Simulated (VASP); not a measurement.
A run of VASP 6.6.1:

File INCAR:

```
SYSTEM = TaN
PREC = Accurate
ENCUT = 520
EDIFF = 1E-7
ISMEAR = 0
SIGMA = 0.15
LREAL = .FALSE.
LASPH = .TRUE.
NELM = 100
ALGO = Fast
ISIF = 2
LWAVE = .FALSE.
LCHARG = .TRUE.
GGA = PS
LELF = .TRUE.
LVHAR = .TRUE.
NBANDS = 15
```

Contents of KPOINTS:

```
Automatic mesh
0
G
  20 20 20
  0 0 0
```

The input POSCAR:

```
TaN
1.0
   -0.2645372760      2.1201136494      2.1201136494
    2.1201136494     -0.2645372760      2.1201136494
    2.1201136494      2.1201136494     -0.2645372760
Ta N
1 1
Direct
    0.5000000000      0.5000000000      0.5000000000
    0.0000000000      0.0000000000      0.0000000000
```

Potentials or basis: VASP PAW PBE potentials, release 64 (Ta_pv, N).

Run with:

```console
$ cat potpaw_PBE.64/Ta_pv/POTCAR potpaw_PBE.64/N/POTCAR > POTCAR
$ mpirun -np 1 vasp_std > vasp.out
```

Hardware: 1 thread of Intel(R) Xeon(R) 6975P-C (Granite Rapids), on a shared host.

Problem. How long does it take, and how much memory?

Solution. It took 88 s on 1 thread of Intel(R) Xeon(R) 6975P-C (Granite Rapids), on a shared host, peak memory 0.37 GiB. Counts: scf iterations 16, k points 781.
